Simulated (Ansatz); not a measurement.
ZrO₂:
Space group P4₂/nmc, origin choice 1 (No. 137); a = b = 3.6011 Å, c = 5.2300 Å, α = β = γ = 90.00°

```json
[
 {"atom": "Zr", "site": "2a", "symmetry": "-4m2", "x": "0.0000", "y": "0.0000", "z": "0.0000"},
 {"atom": "O", "site": "4d", "symmetry": "2mm.", "x": "0.5000", "y": "0.0000", "z": "0.1964"}
]
```

Relaxed with r²SCAN.

Task: Give the optical modes at the zone centre with their infrared and Raman activity from DFPT, r²SCAN in the plane-wave PAW code Ansatz.

Result: Transverse frequencies, without the LO–TO term; a row sums one degenerate level.

```tsv
ω (cm⁻¹)	degeneracy	IR ((D/Å)²/amu)	Raman (Å⁴/amu)	activity	symmetry
101	2	41.02	0	IR	Eu
135	2	0.00	1.8	Raman	Eg
300	1	0.00	20	Raman	B1g
302	1	0.00	89	Raman	A1g
332	1	46.21	0	IR	A2u
438	2	94.52	0	IR	Eu
439	2	0.00	30	Raman	Eg
598	1	0.00	12	Raman	B1g
643	2	0.00	96	Raman	Eg
646	1	0.00	0	silent	B2u
```

Task: How high does the top mode go among those that the LO–TO term moves?

Result: 745 cm⁻¹ for q along x, 745 cm⁻¹ for q along y, 649 cm⁻¹ for q along z.

Space group P4_2/nmc. This is a known high-temperature phase of the composition, computed here at zero pressure and temperature. The cell was relaxed with r²SCAN under the symmetry of its start; of distortions, only those at the zone centre were tested. No spin polarisation was allowed.

Potentials: the earlier of the program's two PAW sets.
